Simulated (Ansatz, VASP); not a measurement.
## Hf in VASP and in Ansatz

```xyz
1
Lattice="2.6644 0.0000 0.0000 0.0000 2.6644 0.0000 0.0000 0.0000 2.6644" Properties=species:S:1:pos:R:3 pbc="T T T"
Hf    0.0000    0.0000    0.0000
```

Change from the starting cell: volume scaled by 0.84, LAPW.

Alike in both runs: task single point; functional LDA; k mesh 15 × 15 × 15; occupations fermi-dirac, width 0.1 eV; no spin polarisation.

```csv
,VASP,Ansatz
version,VASP 6.6.1,Ansatz 0.2.0
potentials or method,"VASP PAW LDA potentials, release 64 (Hf_pv), cutoff 520 eV","all-electron LAPW, scalar-relativistic"
```

|  | VASP | Ansatz | Ansatz less VASP |
| --- | --- | --- | --- |
| pressure (GPa) | 20.5 | 20.7 | +0.21 |

Ansatz ran all-electron here, so the differences hold the error of VASP's frozen core and of both bases.

Caveats: so large a pressure means that the cell lies far from this level's equilibrium, or that cutoff or potentials fall short (VASP). Spin-orbit coupling is left out, which matters for the levels of Hf.
